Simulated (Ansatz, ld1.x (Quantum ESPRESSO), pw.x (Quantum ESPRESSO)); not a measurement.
## nitrogen: one change to the TM potential, in the atom and in the fcc crystal

ld1.x (Quantum ESPRESSO) 7.5 input, shortened:

```
&input
   title='N', zed=7., rel=1, dft='PBE', iswitch=3,
   config='[He] 2s2 2p3 3d-2'
 /
 &inputp
   pseudotype=2, tm=.true., lloc=1,
   nlcc=.false.
 /
3
2S  1  0   2.00   0.00  0.85  0.85  0.0
3D  3  2  -2.00   0.05  1.85  1.85  0.0
2P  2  1   3.00   0.00  2.30  2.30  0.0
 &test
   configts(1)='2s2 2p3'
 /
```

Change: local potential the s channel.

Cutoffs, loose and tight: the cutoffs (Ry, on a coarse ladder) from which the occupation-weighted sum of valence levels, in a spherical-Bessel basis at the reference potential, stays within 10 and 1 mRy of its value at 400 Ry. They do not see the model core or the augmentation charge, which bear on the density cutoff. Test errors are all-electron minus pseudo excitation energies from the reference, over the configurations 2s2 2p2; 2s2 2p1; 2s2 2p0; 2s1 2p4; 2s1 2p0; 2s1 2p3; 2s2 2p2.5; variants that change the core or the reference have their own tests.

Crystal test: fcc N in pw.x 7.5, no spin, 18³ k-points, Fermi–Dirac smearing 0.01 Ry, cutoffs set for each file from its atomic test. The reference is all-electron LAPW (Ansatz 0.2.0) with the same functional, mesh and smearing; V0 and B0 come from Birch–Murnaghan fits to the pressures at five volumes. Errors are pseudo minus all-electron; Δ is the rms difference of the E(V) curves that follow from these fits, minima aligned, over ±6 % about the mean V0. Mesh and smearing are coarse, so the numbers serve the comparison and aren't converged zero-temperature values; the lattice is a test structure that the element need not adopt. Spin polarisation is left out.

All-electron: a0 = 3.123 Å (V0 = 7.61 Å³/atom), B0 = 177.0 GPa.

Does the change bring the crystal closer to the all-electron result?

The mean pressure error goes from +32.39 to +3.31 GPa, so the change moves the solid closer to the all-electron pressures.

```tsv
quantity	base	changed
outcome (atom)	generated	generated
cutoff, loose (atom)	55 Ry	55 Ry
cutoff, tight (atom)	140 Ry	140 Ry
bound ghosts (atom)	none	none
largest test error (meV) (atom)	+4117 over the solved tests; 1 of 7 tests not solved or not reliable	+4151 over the solved tests; 1 of 7 tests not solved or not reliable
cutoffs in pw.x (Ry)	170/680	170/680
a0 (Å)	–	3.142
a0 error (%)	–	+0.61
B0 error (%)	–	-2.9
Δ (meV/atom)	–	5.4
mean pressure error (GPa)	+32.39	+3.31
```

A dash: not determined, or the minimum lies outside the volumes sampled.

Base: The largest radius (2.30 bohr) exceeds half the bond length (2.09 bohr), so the spheres overlap, which is one possible source of error among others. This is a poor potential for the solid. Atomic configuration tests: 1 of 7 tests not solved or not reliable. Changed file: The largest radius (2.30 bohr) exceeds half the bond length (2.09 bohr), so the spheres overlap, which is one possible source of error among others. This is a poor potential for the solid. Atomic configuration tests: 1 of 7 tests not solved or not reliable. The atomic cutoffs weigh occupied waves only.
